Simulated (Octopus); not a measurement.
# Zn (Im-3m) in Octopus: reference runs

How does Zn come out in PBEsol? The cell is run as given.

Program: Octopus 16.4. These are calculated values, not measurements. Logs are shortened: lines on timing, memory, paths and dates and some standing lists are left out, and cuts for length are marked.

**1. Starting point**

The structure is cubic, space group Im-3m (No. 229). The conventional cell has a = 3.138 Å, b = 3.138 Å, c = 3.138 Å, α = 90.00°, β = 90.00°, γ = 90.00°. Around Zn (site symmetry m-3m) lie 8 Zn at 2.72 Å.

This isn't the form of Zn at room conditions, which is hcp.

**2. Single point, PBEsol**

inp reads:

```
CalculationMode = gs
UnitsOutput = eV_Angstrom
PeriodicDimensions = 3
ExperimentalFeatures = yes
PseudopotentialSet = pseudodojo_pbesol
%LatticeParameters
 1*angstrom | 1*angstrom | 1*angstrom
%
%LatticeVectors
 -1.569037 | 1.569037 | 1.569037
 1.569037 | -1.569037 | 1.569037
 1.569037 | 1.569037 | -1.569037
%
%ReducedCoordinates
 "Zn" | 0 | 0 | 0
%
%Spacing
 0.12941199*angstrom | 0.12941199*angstrom | 0.12941199*angstrom
%
DerivativesOrder = 8
%KPointsGrid
 12 | 12 | 12
%
KPointsUseSymmetries = yes
XCFunctional = gga_x_pbe_sol + gga_c_pbe_sol
SmearingFunction = fermi_dirac
Smearing = 0.05*eV
ExtraStates = 5
Eigensolver = chebyshev_filter
ConvRelDens = 3e-7
MaximumIter = 120
%Output
 density | cube
 elf | cube
 potential | cube
%
```

Potentials or basis: pseudodojo_pbesol (PseudoDojo 0.4, PBEsol).

Launch:

```
$ OMP_NUM_THREADS=1 octopus > out.log
```

out.log:

```text
Running octopus

[... 13 lines left out ...]

Input: [AllElectronType = no]
Input: [PseudopotentialSet = pseudodojo_pbesol]
Reading Coordinates from ReducedCoordinates block

****************************** Species *******************************
  Species 'Zn'
    type             : pseudopotential
    file             : 'Zn.upf'
    file format      : UPF2
    valence charge   : 20.0
    atomic number    :  30
    form on file     : kleinman-bylander
    lmax             : 2
    llocal           : -1
    projectors per l : 2
    total projectors : 6
    application form : kleinman-bylander
    orbitals         : 10
    bound orbitals   : 10

**********************************************************************

***************************** Symmetries *****************************
Space group No.  229
International: Im-3m
Schoenflies: Oh^9
Info: The system has    48 symmorphic symmetries that can be used.
  Index                Rotation matrix                      Fractional translations
    1 :     1   0   0     0   1   0     0   0   1      0.000000    0.000000    0.000000
    2 :    -1   0   0     0  -1   0     0   0  -1      0.000000    0.000000    0.000000
    3 :     0   0  -1     1   1   1     0  -1   0      0.000000    0.000000    0.000000
    4 :     0   0   1    -1  -1  -1     0   1   0      0.000000    0.000000    0.000000
    5 :     0   1   0     1   0   0    -1  -1  -1      0.000000    0.000000    0.000000
    6 :     0  -1   0    -1   0   0     1   1   1      0.000000    0.000000    0.000000
[... 40 lines left out ...]
   47 :     0   0  -1    -1   0   0     1   1   1      0.000000    0.000000    0.000000
   48 :     0   0   1     1   0   0    -1  -1  -1      0.000000    0.000000    0.000000
Info: The system also has     0 nonsymmorphic symmetries (not used for electrons).
**********************************************************************

Input: [CurvMethod = curv_affine]
Input: [DerivativesStencil = stencil_stargeneral]

****************************** Lattice *******************************
  Lattice Vectors [A]
   -1.569037    1.569037    1.569037
    1.569037   -1.569037    1.569037
    1.569037    1.569037   -1.569037
  Cell volume =            15.4511 [A^3]
  Reciprocal-Lattice Vectors [A^-1]
    0.000000    2.002243    2.002243
    2.002243    0.000000    2.002243
    2.002243    2.002243    0.000000
  Cell angles [degree]
    alpha =  109.471
    beta  =  109.471
    gamma =  109.471
**********************************************************************

Checking if the generated full k-point grid is symmetric

    72 k-points generated from parameters :
 ---------------------------------------------------
    n =   12   12   12

    s1  =  0.00  0.00  0.00

   index |      weight  |             coordinates              |
       1 |     0.000579 |    0.000000    0.000000    0.000000  |
       2 |     0.006944 |    0.083333    0.000000    0.000000  |
       3 |     0.013889 |    0.083333    0.083333    0.000000  |
       4 |     0.004630 |    0.083333    0.083333    0.083333  |
       5 |     0.003472 |   -0.083333    0.083333    0.083333  |
       6 |     0.006944 |    0.166667    0.000000    0.000000  |
[... 64 lines left out ...]
      71 |     0.006944 |   -0.416667    0.500000    0.416667  |
      72 |     0.000579 |    0.500000    0.500000    0.500000  |

Input: [SmearingFunction = fermi_dirac]
Input: [SymmetrizeDensity = yes]

******************************* States *******************************
Total electronic charge  =       20.000
Number of states         =       15
States block-size        =        4
**********************************************************************
[... 5 lines left out ...]
Simulation Box:
  Type = parallelepiped
  Lengths [A] = (   2.718,   2.718,   2.718)
Main mesh:
  Spacing [A] = ( 0.129, 0.129, 0.129)    volume/point [A^3] =      0.00167
  # inner mesh =       9261
  # total mesh =      39339
  Grid Cutoff [eV] =  2245.296015    Grid Cutoff [Ry] =   165.026228
**********************************************************************

Input: [StatesPack = yes]
Input: [StatesOrthogonalization = cholesky_serial]

**************************** Theory Level ****************************
Input: [TheoryLevel = kohn_sham]

Exchange-correlation:
  Exchange
    Perdew, Burke & Ernzerhof SOL (GGA)
    [1] J. P. Perdew, A. Ruzsinszky, G. I. Csonka, O. A. Vydrov, G. E. Scuseria, L. A. Constantin, X. Zhou, and K. Burke.,  Phys. Rev. Lett. 100, 136406 (2008)
  Correlation
    Perdew, Burke & Ernzerhof SOL (GGA)
    [1] J. P. Perdew, A. Ruzsinszky, G. I. Csonka, O. A. Vydrov, G. E. Scuseria, L. A. Constantin, X. Zhou, and K. Burke.,  Phys. Rev. Lett. 100, 136406 (2008)

**********************************************************************
[... 5 lines left out ...]
**********************************************************************

Info: FFT grid dimensions       = 21 x 21 x 21
      Total grid size           = 9261 (      0.1 MiB )
      Inefficient FFT grid. A better grid would be: 24 24 24
Input: [FilterPotentials = filter_TS]
Info: Pseudopotential for Zn
  Radii for localized parts:
    local part     =  1.3 A
    non-local part =  1.2 A
    orbitals       =  5.2 A

Input: [RelativisticCorrection = non_relativistic]
[... 11 lines left out ...]
      Block       2 contains       4 states:       5 -       8
      Block       3 contains       4 states:       9 -      12
      Block       4 contains       3 states:      13 -      15
Info: Ground-state allocation done.
Info: Could not find 'restart/gs' directory for restart.
[... 18 lines left out ...]
** Warning:
**   Cannot do LCAO for all states because there are not enough atomic orbitals.
**   Required: 15. Available: 10. 5 orbitals will be randomized.

Info: Unnormalized total charge =     19.998466
Info: Renormalized total charge =     20.000000

** Warning:
**   Symmetrization discrepancy ratio (scalar) =  1.44181E-05

Info: Setting up Hamiltonian.
Info: Performing initial LCAO calculation with     10 orbitals.
Info: Getting Hamiltonian matrix elements.

Eigenvalues [eV]
 #st  Spin   Eigenvalue      Occupation
#k =       1, k = (  0.000000,  0.000000,  0.000000)
   1   --  -123.168713       2.000000
   2   --   -77.522392       2.000000
   3   --   -77.521299       2.000000
   4   --   -77.521299       2.000000
   5   --    -8.410583       2.000000
   6   --    -4.880052       2.000000
   7   --    -4.879698       2.000000
   8   --    -4.879698       2.000000
   9   --    -4.356974       2.000000
  10   --    -4.356974       2.000000
#k =       2, k = (  0.083333,  0.000000,  0.000000)
   1   --  -123.146420       2.000000
   2   --   -77.518818       2.000000
   3   --   -77.518652       2.000000
   4   --   -77.373141       2.000000
   5   --    -8.185081       2.000000
   6   --    -4.587431       2.000000
   7   --    -4.396292       2.000000
   8   --    -4.350771       2.000000
   9   --    -3.934915       2.000000
  10   --    -3.820516       2.000000
[... 70 further k-points ...]
Fermi energy =     0.106270 eV
Generating random wavefunctions for states       11 and above
Orthogonalizing wavefunctions.
Info: Ground-state restart information will be written to 'restart/gs'.
Info: SCF using complex wavefunctions.
Info: Starting SCF iteration.

** Warning:
**   Symmetrization discrepancy ratio (scalar) =  1.92853E-02

*********************** SCF CYCLE ITER #    1 ************************
 etot  = -5.63901392E+03 abs_ev   =  5.53E+01 rel_ev   =  7.24E-02
 ediff =        2.07E+02 abs_dens =  4.67E-01 rel_dens =  2.34E-02
Matrix vector products: 1800
Converged eigenvectors: 0

#  State  KPoint  Eigenvalue [eV]  Occupation    Error
      1       1     -123.169755    2.000000   ( 2.7E-07)
      1       2     -123.169608    2.000000   ( 1.6E-05)
      1       5     -123.169462    2.000000   ( 1.3E-05)
      1       3     -123.169333    2.000000   ( 1.3E-05)
      1       6     -123.169206    2.000000   ( 2.5E-05)
      1       9     -123.169065    2.000000   ( 1.9E-05)
      1       4     -123.168982    2.000000   ( 2.1E-05)
      1       7     -123.168858    2.000000   ( 1.4E-05)

  [output of 701 eigenvalues skipped: maximum error = 4.2E-02]

     11      47        1.551891    1.999939   ( 1.9E-02)
     10      64        1.618580    1.999770   ( 4.2E-03)
     11      61        1.687705    1.999085   ( 2.6E-02)
     10      36        1.789661    1.992991   ( 2.9E-02)
     10      34        1.823407    1.986282   ( 5.0E-03)
     10      65        1.861343    1.970931   ( 3.8E-02)
[... 9 lines left out ...]
     11      62        2.783258    0.000001   ( 3.6E-02)
     11      50        2.806238    0.000001   ( 3.5E-02)

  [output of 346 eigenvalues skipped: maximum error = 3.0E-01]

     15      41       29.493954    0.000000   ( 1.8E-01)
     15      29       29.650828    0.000000   ( 1.9E-01)
     15      24       30.379255    0.000000   ( 1.9E-01)
     14      34       30.865150    0.000000   ( 1.2E-01)
     15      36       30.877799    0.000000   ( 1.6E-01)
     15      34       32.535694    0.000000   ( 2.4E-01)
     14      45       33.687953    0.000000   ( 1.3E-01)
     15      45       34.520070    0.000000   ( 1.6E-01)

Density of states:

----------------------------------------------------%-----------------
----------------------------------------------------%-----------------
----------------------------------------------------%-----------------
----------------------------------------------------%-----------------
--------------------%-------------------------------%-----------------
--------------------%-------------------------------%-----------------
--------------------%-------------------------------%-----------------
--------------------%-------------------------------%-----------------
%-------------------%-------------------------------%-----------------
%-------------------%------------------------------%%%%%%%%%%%%%%%----
                                                       ^

Fermi energy =     2.072173 eV

**********************************************************************

*********************** SCF CYCLE ITER #    2 ************************
 etot  = -5.67176120E+03 abs_ev   =  1.37E+01 rel_ev   =  1.77E-02
 ediff =        1.20E+00 abs_dens =  1.50E-01 rel_dens =  7.51E-03
Matrix vector products: 1800
Converged eigenvectors: 0
[... 127 lines left out ...]
*********************** SCF CYCLE ITER #   13 ************************
 etot  = -5.68478783E+03 abs_ev   =  1.18E-04 rel_ev   =  1.50E-07
 ediff =        9.21E-06 abs_dens =  9.36E-07 rel_dens =  4.68E-08
Matrix vector products: 1800
Converged eigenvectors: 0

#  State  KPoint  Eigenvalue [eV]  Occupation    Error
      1       1     -124.447043    2.000000   ( 1.1E-07)
      1       2     -124.446902    2.000000   ( 1.1E-07)
      1       5     -124.446763    2.000000   ( 1.1E-07)
      1       3     -124.446640    2.000000   ( 1.1E-07)
      1       6     -124.446518    2.000000   ( 1.1E-07)
      1       9     -124.446383    2.000000   ( 1.1E-07)
      1       4     -124.446304    2.000000   ( 1.1E-07)
      1       7     -124.446186    2.000000   ( 1.1E-07)

  [output of 701 eigenvalues skipped: maximum error = 3.2E-06]

     11      47        1.194137    1.999959   ( 4.5E-08)
     11      61        1.328055    1.999404   ( 1.0E-06)
     10      64        1.381329    1.998272   ( 3.2E-06)
     10      36        1.548355    1.952336   ( 4.2E-08)
     10      34        1.560291    1.939870   ( 5.1E-08)
     10      65        1.611057    1.842369   ( 2.9E-06)
[... 9 lines left out ...]
     11      62        2.475905    0.000001   ( 1.4E-05)
     10      50        2.540249    0.000000   ( 7.9E-08)

  [output of 346 eigenvalues skipped: maximum error = 1.0E-01]

     14      17       27.458810    0.000000   ( 4.5E-02)
     15      17       27.658907    0.000000   ( 6.9E-02)
     15      36       27.710745    0.000000   ( 7.7E-02)
     15      24       27.854514    0.000000   ( 7.0E-02)
     14      34       29.077631    0.000000   ( 5.4E-02)
     15      34       29.716145    0.000000   ( 8.1E-02)
     14      45       32.958690    0.000000   ( 2.3E-02)
     15      45       33.747801    0.000000   ( 4.2E-02)

Density of states:

----------------------------------------------------%-----------------
----------------------------------------------------%-----------------
----------------------------------------------------%-----------------
----------------------------------------------------%-----------------
--------------------%-------------------------------%-----------------
--------------------%-------------------------------%-----------------
--------------------%-------------------------------%-----------------
--------------------%-------------------------------%-----------------
%-------------------%-------------------------------%-----------------
%-------------------%------------------------------%%%%%%%%%%%%%%-----
                                                       ^

Fermi energy =     1.733984 eV

**********************************************************************

Info: SCF converged in   13 iterations

** Warning:
**   Some of the states are not fully converged!

Info: Number of matrix-vector products:      23400
Info: Writing output to static/

Info: Finished writing information to 'restart/gs'.

Octopus emitted 18 warnings.
```

Run time: 2.5 min. Hardware: 1 thread of Intel Xeon 6975P-C (Granite Rapids), shared host; peak memory 0.83 GiB.

What came out:

```yaml
Free_energy: -5684.7913 eV
Band_gap_on_the_k_mesh: none (metal or under the smearing width)
```
